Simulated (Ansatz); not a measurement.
Ag, 1 atom in the cell. It takes space group Fm-3m (No. 225, cubic). Conventional cell: a = 4.085 Å, b = 4.085 Å, c = 4.085 Å, α = 90.00°, β = 90.00°, γ = 90.00°. Ag (site symmetry m-3m) is surrounded by 12 Ag at 2.89 Å. 

| Property | Result |
| --- | --- |
| Program | Ansatz 0.2.0 |
| Task | single point |
| Functional | BPBE |
| Potentials or basis | PseudoDojo standard (PBE files) |
| Cutoff | 1116 eV |
| Density cutoff | 4463 eV |
| k mesh | 11 × 11 × 11 |
| Occupations | methfessel-paxton, width 0.025 eV |
| Spin | no spin polarisation |

Potentials or basis: PseudoDojo standard (PBE files).

Command:

```console
$ ansatz run input.yaml --threads 1 --pin off --max-ram 2560MiB --backend cpu --events-out ev --progress --plain --runs-dir out
```

Hardware: 1 thread of Arm Neoverse V1, with other jobs on the host.

How long does it take, and how much memory?

Run time: 3.8 s on 1 thread of Arm Neoverse V1, on a shared host, peak memory 0.28 GiB. Counts: scf iterations 6, plane waves 1459, k points 56, bands 14.
